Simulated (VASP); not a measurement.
# ZnS (F-43m) in VASP: further runs

Runs on ZnS. Level: LDA. Tasks: relaxation of cell and atoms.

Program: VASP 6.6.1. These are calculated values, not measurements. Logs are shortened: lines on timing, memory, paths and dates and some standing lists are left out, and cuts for length are marked.

## (1) The structure

Symmetry: F-43m, No. 216, cubic system. Conventional cell: a = 5.404 Å, b = 5.404 Å, c = 5.404 Å, α = 90.00°, β = 90.00°, γ = 90.00°. Zn (site symmetry -43m) has 4 S at 2.34 Å as nearest neighbours. Around S (site symmetry -43m) lie 4 Zn at 2.34 Å.

## (2) Relaxation of cell and atoms, LDA

INCAR reads:

```
PREC = Accurate
ENCUT = 520
EDIFF = 1E-7
ISMEAR = 0
SIGMA = 0.02
LREAL = False
LASPH = True
NELM = 100
ALGO = Normal
ISIF = 3
LWAVE = False
LCHARG = False
IBRION = 2
NSW = 80
EDIFFG = -0.002
```

KPOINTS reads:

```
regular mesh
0
Gamma
  10 10 10
```

POSCAR reads:

```
ZnS
1.0
    0.0000000000      2.7020000000      2.7020000000
    2.7020000000      0.0000000000      2.7020000000
    2.7020000000      2.7020000000      0.0000000000
Zn S
1 1
Direct
    0.2500000000      0.2500000000      0.2500000000
    0.0000000000      0.0000000000      0.0000000000
```

Potentials or basis: VASP PAW LDA potentials, release 64 (Zn, S).

Command:

```console
> cat potpaw_LDA.64/Zn/POTCAR potpaw_LDA.64/S/POTCAR > POTCAR
> mpirun -np 1 vasp_std > vasp.out
```

OUTCAR:

```text
PREC = Accurate
   ENCUT = 520
   EDIFF = 1E-7
   ISMEAR = 0
   LREAL = False
   LASPH = True
   NELM = 100
   ISIF = 3
   IBRION = 2
   NSW = 80
   EDIFFG = -0.002

 ion  position               nearest neighbor table
   1  0.250  0.250  0.250-   2 2.34   2 2.34   2 2.34   2 2.34
   2  0.000  0.000  0.000-   1 2.34   1 2.34   1 2.34   1 2.34

  LATTYP: Found a face centered cubic cell.
 ALAT       =     5.4040000000

  Lattice vectors:

 A1 = (   0.0000000000,   2.7020000000,   2.7020000000)
 A2 = (   2.7020000000,   0.0000000000,   2.7020000000)
 A3 = (   2.7020000000,   2.7020000000,   0.0000000000)

Analysis of symmetry for initial positions (statically):
=====================================================================
 Subroutine PRICEL returns:
 Original cell was already a primitive cell.

 Routine SETGRP: Setting up the symmetry group for a
 face centered cubic supercell.

 Subroutine GETGRP returns: Found 24 space group operations
 (whereof 24 operations were pure point group operations)
 out of a pool of 48 trial point group operations.

The static configuration has the point symmetry T_d .

Analysis of symmetry for dynamics (positions and initial velocities):
=====================================================================
 Subroutine PRICEL returns:
 Original cell was already a primitive cell.

 Routine SETGRP: Setting up the symmetry group for a
 face centered cubic supercell.

 Subroutine GETGRP returns: Found 24 space group operations
 (whereof 24 operations were pure point group operations)
 out of a pool of 48 trial point group operations.

The dynamic configuration has the point symmetry T_d .

 Subroutine INISYM returns: Found 24 space group operations
 (whereof 24 operations are pure point group operations),
 and found     1 'primitive' translations

----------------------------------------------------------------------------------------

                                     Primitive cell

  volume of cell :      39.4535

  direct lattice vectors                    reciprocal lattice vectors
     0.000000000  2.702000000  2.702000000    -0.185048113  0.185048113  0.185048113
     2.702000000  0.000000000  2.702000000     0.185048113 -0.185048113  0.185048113
     2.702000000  2.702000000  0.000000000     0.185048113  0.185048113 -0.185048113

  length of vectors
     3.821205046  3.821205046  3.821205046     0.320512733  0.320512733  0.320512733

  position of ions in fractional coordinates (direct lattice)
     0.250000000  0.250000000  0.250000000
     0.000000000  0.000000000  0.000000000

  ion indices of the primitive-cell ions
   primitive index   ion index
                 1           1
                 2           2

----------------------------------------------------------------------------------------

 KPOINTS: regular mesh

Automatic generation of k-mesh.
 Grid dimensions read from file:
 generate k-points for:   10   10   10

 Generating k-lattice:

  Cartesian coordinates                     Fractional coordinates (reciprocal lattice)
    -0.018504811  0.018504811  0.018504811     0.100000000  0.000000000  0.000000000
     0.018504811 -0.018504811  0.018504811     0.000000000  0.100000000  0.000000000
     0.018504811  0.018504811 -0.018504811     0.000000000  0.000000000  0.100000000

  Length of vectors
     0.032051273  0.032051273  0.032051273

  Shift w.r.t. Gamma in fractional coordinates (k-lattice)
     0.000000000  0.000000000  0.000000000

 Subroutine IBZKPT returns following result:
 ===========================================

 Found     47 irreducible k-points:

 Following reciprocal coordinates:
            Coordinates               Weight
  0.000000  0.000000  0.000000      1.000000
  0.100000  0.000000  0.000000      8.000000
  0.200000  0.000000  0.000000      8.000000
  0.300000  0.000000  0.000000      8.000000
  0.400000  0.000000  0.000000      8.000000
  0.500000  0.000000  0.000000      4.000000
[... 16 lines left out ...]
  0.300000  0.300000  0.000000      6.000000
  0.400000  0.300000  0.000000     24.000000
 [... further k-points ...]
   k-points           NKPTS =     47   k-points in BZ     NKDIM =     47   number of bands    NBANDS=     13
   number of dos      NEDOS =    301   number of ions     NIONS =      2
   total plane-waves  NPLWV =  21952
   dimension x,y,z NGX =    28 NGY =   28 NGZ =   28
   dimension x,y,z NGXF=    56 NGYF=   56 NGZF=   56
   ions per type =               1   1
   NGX,Y,Z   is equivalent  to a cutoff of  12.18, 12.18, 12.18 a.u.
   NGXF,Y,Z  is equivalent  to a cutoff of  24.36, 24.36, 24.36 a.u.
 SYSTEM =  unknown system
   PREC   = accura    normal or accurate (medium, high low for compatibility)
   ISTART =      0    job   : 0-new  1-cont  2-samecut
   ICHARG =      2    charge: 1-file 2-atom 10-const
   ISPIN  =      1    spin polarized calculation?
   LNONCOLLINEAR =      F non collinear calculations
   LSORBIT =      F    spin-orbit coupling
   LASPH  =      T    aspherical Exc in radial PAW
   ENCUT  =  520.0 eV  38.22 Ry    6.18 a.u.   7.10  7.10  7.10*2*pi/ulx,y,z
   NELM   =    100;   NELMIN=  2; NELMDL= -5     # of ELM steps
   EDIFF  = 0.1E-06   stopping-criterion for ELM
   LREAL  =      F    real-space projection
   EDIFFG = -.2E-02   stopping-criterion for IOM
   NSW    =     80    number of steps for IOM
   IBRION =      2    ionic relax: 0-MD 1-quasi-New 2-CG
   NFREE  =      1    steps in history (QN), initial steepest desc. (CG)
   ISIF   =      3    stress and relaxation
   ISYM   =      2    0-nonsym 1-usesym 2-fastsym
   POTIM  = 0.5000    time-step for ionic-motion
   TEBEG  =    0.0;   TEEND  =   0.0 temperature during run
   PSTRESS=    0.0 pullay stress
   NELECT =      18.0000    total number of electrons
   NUPDOWN=      -1.0000    fix difference up-down
   EMIN   =  10.00;   EMAX   =-10.00  energy-range for DOS
   EFERMI =   0.00;   METHOD = LEGACY
   ISMEAR =     0;   SIGMA  =   0.02  broadening in eV -4-tet -1-fermi 0-gaus
   EFERMI_NEDOS =   21; number of points for ismear=-14 and -15
   IALGO  =     38    algorithm
   IMIX   =      4    mixing-type and parameters
     AMIX     =   0.40;   BMIX     =  1.00
     AMIX_MAG =   1.60;   BMIX_MAG =  1.00
  volume/ion in A,a.u.               =      19.73       133.12
  Fermi-wavevector in a.u.,A,eV,Ry     =   1.260290  2.381602 21.610537  1.588330
  Thomas-Fermi vector in A             =   2.393807
   LORBIT       =      0    0 simple, 1 ext, 2 COOP (PROOUT), +10 PAW based schemes
   GGA     = CA    functional components
   LHFCALC =     F    Hartree Fock is set to
   AEXX    =    0.0000 exact exchange contribution
   IVDW    =     0    specifies the selected vdW correction
   LEPSILON=     F    determine dielectric tensor
   LRPA    =     F    only Hartree local field effects (RPA)
 conjugate gradient relaxation of ions
 non-spin polarized calculation
 Gauss-broadening in eV      SIGMA  =   0.02
  energy-cutoff  :      520.00
  volume of cell :       39.45
 maximum number of plane-waves:      1073
   NGX = 15   NGY = 15   NGZ = 15

--------------------------------------- Ionic step        1  -------------------------------------------

 number of electron      18.0000000 magnetization

 Free energy of the ion-electron system (eV)
  ---------------------------------------------------
  ext. energy  EPLUGINS =         0.00000000
  ---------------------------------------------------
  free energy    TOTEN  =        -8.17707602 eV

  energy without entropy =       -8.17707602  energy(sigma->0) =       -8.17707602

------------------------ aborting loop because EDIFF is reached ----------------------------------------

  FORCE on cell =-STRESS in cart. coord.  units (eV):
  Direction    XX          YY          ZZ          XY          YZ          ZX
  --------------------------------------------------------------------------------------
  -------------------------------------------------------------------------------------
  Total       -1.0723037     -1.0723037     -1.0723037      0.0000000      0.0000000      0.0000000
  in kB      -43.5454073    -43.5454073    -43.5454073      0.0000000      0.0000000      0.0000000
  external PRESSURE =     -43.5454073 kB  Pullay stress =       0.0000000 kB

 VOLUME and BASIS-vectors are now :
 -----------------------------------------------------------------------------
  energy-cutoff  :      520.00
  volume of cell :       39.45
      direct lattice vectors                 reciprocal lattice vectors
     0.000000000  2.702000000  2.702000000    -0.185048113  0.185048113  0.185048113
     2.702000000  0.000000000  2.702000000     0.185048113 -0.185048113  0.185048113
     2.702000000  2.702000000  0.000000000     0.185048113  0.185048113 -0.185048113
[... 37 lines left out ...]
 POSITION                                       TOTAL-FORCE (eV/Angst)
 -----------------------------------------------------------------------------------
      1.31606      1.31606      1.31606         0.000000      0.000000      0.000000
      2.63211      5.26422      2.63211        -0.000000     -0.000000     -0.000000
 -----------------------------------------------------------------------------------
    total drift:                               -0.000001     -0.000001     -0.000001

  FREE ENERGIE OF THE ION-ELECTRON SYSTEM (eV)
  ---------------------------------------------------
  free  energy   TOTEN  =        -8.2037603481 eV

  energy  without entropy=       -8.2037603481  energy(sigma->0) =       -8.20376035

--------------------------------------- Ionic step        3  -------------------------------------------

 number of electron      18.0000016 magnetization

 Free energy of the ion-electron system (eV)
  ---------------------------------------------------
  ext. energy  EPLUGINS =         0.00000000
  ---------------------------------------------------
  free energy    TOTEN  =        -8.20845573 eV

  energy without entropy =       -8.20845573  energy(sigma->0) =       -8.20845573

 E-fermi :   2.5755     XC(G=0): -10.3031

 val. band max:        2.4841988859   @ k =   0.0000   0.0000   0.0000
 cond. band min:       4.6315048951   @ k =   0.0000   0.0000   0.0000
 fundamental gap:      2.1473060093
 Fermi energy:         2.5754562235

 k-point     1 :       0.0000    0.0000    0.0000
  band No.  band energies     occupation
      1     -11.0415      2.00000
      2      -4.2589      2.00000
      3      -4.2589      2.00000
      4      -4.2589      2.00000
      5      -3.7092      2.00000
      6      -3.7092      2.00000
      7       2.4842      2.00000
      8       2.4842      2.00000
      9       2.4842      2.00000
     10       4.6315      0.00000
     11       8.6957      0.00000
     12       8.6957      0.00000
     13       8.6957      0.00000

 k-point     2 :       0.1000    0.0000    0.0000
  band No.  band energies     occupation
      1     -10.9564      2.00000
      2      -4.2620      2.00000
      3      -4.2436      2.00000
      4      -4.2436      2.00000
      5      -3.7108      2.00000
      6      -3.7108      2.00000
      7       1.6336      2.00000
      8       2.3741      2.00000
      9       2.3741      2.00000
     10       5.2626      0.00000
     11       8.6216      0.00000
[... 339 lines left out ...]
 k-point    24 :       0.4000    0.3000    0.0000
  band No.  band energies     occupation
      1      -9.9471      2.00000
      2      -4.3091      2.00000
      3      -3.9877      2.00000
      4      -3.9803      2.00000
      5      -3.6874      2.00000
      6      -3.6434      2.00000
      7      -1.5073      2.00000
      8       0.2744      2.00000
      9       0.5110      2.00000
     10       6.2577      0.00000
     11       7.0897      0.00000
     12      11.2738      0.00000
     13      12.2513      0.00000

 [... further k-points ...]

------------------------ aborting loop because EDIFF is reached ----------------------------------------

  FORCE on cell =-STRESS in cart. coord.  units (eV):
  Direction    XX          YY          ZZ          XY          YZ          ZX
  --------------------------------------------------------------------------------------
  -------------------------------------------------------------------------------------
  Total       -0.0010262     -0.0010262     -0.0010262      0.0000000      0.0000000     -0.0000000
  in kB       -0.0441299     -0.0441299     -0.0441299      0.0000000      0.0000000     -0.0000000
  external PRESSURE =      -0.0441299 kB  Pullay stress =       0.0000000 kB

 VOLUME and BASIS-vectors are now :
 -----------------------------------------------------------------------------
  energy-cutoff  :      520.00
  volume of cell :       37.26
      direct lattice vectors                 reciprocal lattice vectors
    -0.000000000  2.650923721  2.650923721    -0.188613499  0.188613499  0.188613499
     2.650923721  0.000000000  2.650923721     0.188613499 -0.188613499  0.188613499
     2.650923721  2.650923721  0.000000000     0.188613499  0.188613499 -0.188613499

 POSITION                                       TOTAL-FORCE (eV/Angst)
 -----------------------------------------------------------------------------------
      1.32546      1.32546      1.32546         0.000000      0.000000      0.000000
      0.00000      0.00000      0.00000        -0.000000     -0.000000     -0.000000
 -----------------------------------------------------------------------------------
    total drift:                               -0.000001     -0.000001     -0.000001

  FREE ENERGIE OF THE ION-ELECTRON SYSTEM (eV)
  ---------------------------------------------------
  free  energy   TOTEN  =        -8.2084557291 eV

  energy  without entropy=       -8.2084557291  energy(sigma->0) =       -8.20845573

 reached required accuracy - stopping structural energy minimisation
```

Run time: 43 s. Hardware: 1 thread of Intel Xeon Platinum 8259CL at 2.50GHz (Skylake/Cascade Lake), shared host; peak memory 0.15 GiB.

What came out:

```yaml
Free_energy: -8.2085 eV
Relaxed_volume: 18.63 Å³/atom
Relaxed_cell: a = 3.749 Å, b = 3.749 Å, c = 3.749 Å, α = 60.00°, β = 60.00°, γ = 60.00°
Space_group_after_relaxing_to_0.05_Å: F-43m (No. 216)
Energy_gained_by_relaxing: 15.7 meV/atom
Ionic_steps: 3
Pressure_after_relaxing: 0.0 GPa
Band_gap_on_the_k_mesh: 2.15 eV, direct
```

The path:
```
step  energy change (eV)  largest force (eV/Å)  pressure (GPa)  volume (Å³)
   1              0.0000                0.0000           -4.35        39.45
   2             -0.0267                0.0000            1.93        36.47
   3             -0.0314                0.0000            0.00        37.26
```

Final structure:
```cif
data_structure
_symmetry_space_group_name_H-M 'P 1'
_symmetry_Int_Tables_number 1
_cell_length_a 3.7490
_cell_length_b 3.7490
_cell_length_c 3.7490
_cell_angle_alpha 60.000
_cell_angle_beta 60.000
_cell_angle_gamma 60.000
_cell_volume 37.26
loop_
_atom_site_label
_atom_site_type_symbol
_atom_site_fract_x
_atom_site_fract_y
_atom_site_fract_z
_atom_site_occupancy
Zn1 Zn 0.25000 0.25000 0.25000 1
S1 S 0.00000 0.00000 0.00000 1
```

As with any semilocal functional, this LDA gap is likely too small. LDA usually gives volumes a few per cent too small.

## (3) Relaxation of cell and atoms, LDA

This run uses another cell than the first one, of 18.63 Å³/atom, 0.944 times its volume.

INCAR is that of step 2.

KPOINTS is that of step 2.

POSCAR reads:

```
ZnS                                     
1.0
   -0.0000000000      2.6509237214      2.6509237214
    2.6509237214      0.0000000000      2.6509237214
    2.6509237214      2.6509237214      0.0000000000
  Zn              S             
     1     1
Direct
     0.2500000000000000    0.2500000000000000    0.2500000000000000
     0.0000000000000000    0.0000000000000000    0.0000000000000000
```

Potentials or basis: VASP PAW LDA potentials, release 64 (Zn, S).

Command:

```console
> cat potpaw_LDA.64/Zn/POTCAR potpaw_LDA.64/S/POTCAR > POTCAR
> mpirun -np 1 vasp_std > vasp.out
```

Wall time 16 s (1 thread of Intel Xeon Platinum 8259CL at 2.50GHz (Skylake/Cascade Lake), shared host); peak memory 0.15 GiB.

It converged, with:

| Quantity | Value |
| --- | --- |
| Free energy | -8.2080 eV |
| Pressure after relaxing | 0.0 GPa |
| Band gap on the k mesh | 2.15 eV, direct |

Final structure:
```
CELL_PARAMETERS angstrom
0.00000 2.65092 2.65092
2.65092 0.00000 2.65092
2.65092 2.65092 0.00000
ATOMIC_POSITIONS crystal
Zn 0.25000 0.25000 0.25000
S 0.00000 0.00000 0.00000
```

Levels at points of the mesh, in eV from the valence-band top:
| k point | band 7 | band 8 | band 9 | band 10 | band 11 | band 12 |
| --- | --- | --- | --- | --- | --- | --- |
| (0.00, 0.00, 0.00) | 0.00 | 0.00 | 0.00 | 2.15 | 6.21 | 6.21 |
| (0.50, 0.00, 0.00) | -5.76 | -0.96 | -0.96 | 3.23 | 6.76 | 6.76 |
| (0.50, 0.50, 0.00) | -4.90 | -2.46 | -2.46 | 3.06 | 3.89 | 11.14 |

Caveat: the relaxation stopped at its first step, so nothing moved.
